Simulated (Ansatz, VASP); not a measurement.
## SiC (Moissanite) in VASP and in Ansatz

Contents of INCAR:

```
SYSTEM = SiC
  PREC = Accurate
  ENCUT = 520
  EDIFF = 1E-6
  ISMEAR = 0
  SIGMA = 0.01
  LREAL = .False.
  LASPH = .True.
  NELM = 80
  ALGO = Normal
  ISIF = 2
  LWAVE = .False.
  LCHARG = .True.
  GGA = PE
  LELF = .True.
  LVHAR = .True.
  NBANDS = 16
```

The input KPOINTS:

```
Automatic mesh
0
Gamma
  5 5 3
  0 0 0
```

File POSCAR:

```
SiC
1.0
    3.0760000000      0.0000000000      0.0000000000
   -1.5380000000      2.6638941400      0.0000000000
    0.0000000000      0.0000000000      5.0480000000
Si C
2 2
Direct
    0.3333333333      0.6666666667      0.0000000000
    0.6666666667      0.3333333333      0.5000000000
    0.3333333333      0.6666666667      0.3850000000
    0.6666666667      0.3333333333      0.8950000000
```

Input for Ansatz:

```yaml
crystal:
  lattice:
    - [3.076, 0.0, 0.0]
    - [-1.538, 2.66389414, 0.0]
    - [0.0, 0.0, 5.048]
  atoms:
    - { symbol: Si, position: [0.3333333333333333, 0.6666666666666666, 0.0] }
    - { symbol: Si, position: [0.6666666666666666, 0.3333333333333333, 0.5] }
    - { symbol: C, position: [0.3333333333333333, 0.6666666666666666, 0.385] }
    - { symbol: C, position: [0.6666666666666666, 0.3333333333333333, 0.895] }
basis:
  ecutwfc: 517.016338673772
kpoints:
  mp_grid:
    grid: [5, 5, 3]
hamiltonian:
  xc: pbe
scf:
  occupations:
    method: fixed
output:
  forces: true
```

Alike in both runs: task single point; functional PBE; k mesh 5 × 5 × 3; no spin polarisation.

|  | VASP | Ansatz |
| --- | --- | --- |
| version | VASP 6.6.1 | Ansatz 0.2.0 |
| potentials or method | VASP PAW PBE potentials, release 64 (Si, C) | plane waves, PAW |
| plane-wave cutoff (eV) | 520 | 517 |
| occupations | gaussian, width 0.01 eV | fixed |
| valence electrons in the cell | 16 | 16 |

```csv
,VASP,Ansatz,Ansatz less VASP
rms of the force components (eV/Å),0.669,0.669,-0.0002
```

Atom by atom the forces differ by 0.000 eV/Å (rms over components).

Caveats: the k mesh is coarse (spacing up to 0.47 Å⁻¹), so the values aren't converged; an odd mesh through Γ misses points on the zone boundary, where band edges often lie; forces of over 1 eV/Å show positions far from the minimum, so gaps and moduli don't describe the material at rest. PBE gaps usually lie below the measured ones, often by a third to a half.
